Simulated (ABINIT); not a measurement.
A run of ABINIT 10.8.3 (patched build) is set up as follows.

Contents of run.abi:

```
# Pseudopotentials
pp_dirpath "./"
pseudos "C.hgh"

# Structure
acell 4.6415972861 4.6415972862 45.6065750215
rprim
     1.0000000000     0.0000000000     0.0000000000
    -0.5000000000     0.8660254038     0.0000000000
     0.0000000000     0.0000000000     1.0000000000
ntypat 1
znucl 6
natom 4
typat 1 1 1 1
xred
     0.6666666667     0.3333333333     0.5704754400
     0.3333333333     0.6666666667     0.4295245600
     0.0000000000     0.0000000000     0.4295312300
     0.0000000000     0.0000000000     0.5704687700

# Plane-wave basis
ecut 45.0

# k points
kptopt 1
ngkpt 9 9 2
nshiftk 1
shiftk 0.0 0.0 0.0

# Exchange and correlation
ixc 7

# Bands and occupations
nband 12
occopt 3
tsmear 0.05 eV

# SCF cycle
nstep 100
tolvrs 1.0e-10

# Output
iomode 3
prtwf 0
prtden 0
prteig 0
prtebands 0
enunit 2
prtvol 2
```

Potentials or basis: HGH LDA.

The run is started by

```console
$ mpirun --bind-to none -np 4 abinit run.abi > log 2>&1
```

(1) Predict the largest force.

(2) What does it give for the band gap on the k mesh?

Answers

(1) 0.035 eV/Å.

(2) none (metal or under the smearing width).

Caveat: HGH potentials are hard and often keep d shells in the core, so these values are rough.
